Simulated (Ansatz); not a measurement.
# AlN: the cost of one run

Method: DFT PBE, scalar-relativistic, plane waves, PAW, in Ansatz 0.2.0.

4 further runs of the same task are left out: 4 set aside as unsound or not needed.

## (1) The starting structure

Symmetry: F-43m, No. 216, cubic system. The conventional cell has a = 4.403 Å, b = 4.403 Å, c = 4.403 Å, α = 90.00°, β = 90.00°, γ = 90.00°. Al (site symmetry -43m) is surrounded by 4 N at 1.91 Å. N (site symmetry -43m) is surrounded by 4 Al at 1.91 Å.

Structure file:

```cif
data_structure
_symmetry_space_group_name_H-M 'F-43m'
_symmetry_Int_Tables_number 216
_cell_length_a 4.4032
_cell_length_b 4.4032
_cell_length_c 4.4032
_cell_angle_alpha 90.000
_cell_angle_beta 90.000
_cell_angle_gamma 90.000
_cell_volume 85.37
loop_
_atom_site_label
_atom_site_type_symbol
_atom_site_symmetry_multiplicity
_atom_site_Wyckoff_symbol
_atom_site_fract_x
_atom_site_fract_y
_atom_site_fract_z
_atom_site_occupancy
Al1 Al 4 a 0.00000 0.00000 0.00000 1
N1 N 4 c 0.25000 0.25000 0.25000 1
```

It goes back to an entry of the Materials Project, which need not be the stable form.

It is the result of an earlier relaxation at this level (volume 10.67 Å³/atom; gap on the mesh: 3.31 eV).

## (2) The cell under 5 GPa

At a set pressure the run lowers the enthalpy E + PV, so the energy alone may rise along the way.

input.yaml

```yaml
crystal:
  lattice:
    - [0.0, 2.2015871054, 2.2015871054]
    - [2.2015871054, 0.0, 2.2015871054]
    - [2.2015871054, 2.2015871054, 0.0]
  atoms:
    - { symbol: Al, position: [0.0, 0.0, 0.0] }
    - { symbol: "N", position: [0.75, 0.75, 0.75] }
basis:
  ecutwfc: 420
kpoints:
  mp_grid: { grid: [10, 10, 10] }
hamiltonian:
  xc: pbe
scf:
  occupations: { method: fixed }
output:
  forces: true
  stress: true
  eigenvalues: true
relax:
  adjacent_minimum: "off"
  f_tol: 0.001
  max_steps: 60
  cell: { stress_tol: 0.02, p_target: 5.0 }
```

The run is started by

```
$ ansatz run input.yaml --threads 1 --pin off --max-ram 3072MiB --backend cpu --events-out ev --progress --plain --runs-dir out
```

**Question.** How long does this run take on 1 thread of AMD EPYC 9R45 (Zen 5), shared host, and how much memory does it need?

About 3.4 s, with a peak of 0.34 GiB.
